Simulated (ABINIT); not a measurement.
Runs of ABINIT 10.8.3 (patched build) on BP. The structure is cubic, space group F-43m (No. 216). Conventional cell: a = 4.538 Å, b = 4.538 Å, c = 4.538 Å, α = 90.00°, β = 90.00°, γ = 90.00°. Around P (site symmetry -43m) lie 4 B at 1.97 Å. B (site symmetry -43m) has 4 P at 1.97 Å as nearest neighbours. 

```tsv
level	potentials or basis	cutoff (eV)	fine-grid cutoff	V0 of scaled cells (Å³/atom)	B0 (GPa)
LDA-Teter	PseudoDojo NC SR LDA v0.4.1 standard	1034	-	11.30	174
PBE	PseudoDojo NC SR PBE v0.5 stringent	1034	-	11.75	161
PBE	PseudoDojo NC SR PBE v0.4.1 standard	1034	-	11.75	161
LDA	PseudoDojo NC SR LDA v0.4.1 standard	1034	-	(b)	175
PBE	JTH PAW PBE v2.0	707	1306.15 eV	(a)	162
```

Alike in all rows: task equation of state; no spin polarisation; cell as given; k mesh 10 × 10 × 10; smearing fermi-dirac 0.05 eV.

Q: Fill in the values left out.

A: (a) 11.76; (b) 11.29.

Caveats: pressures at fixed basis lie under the slope of the energies.
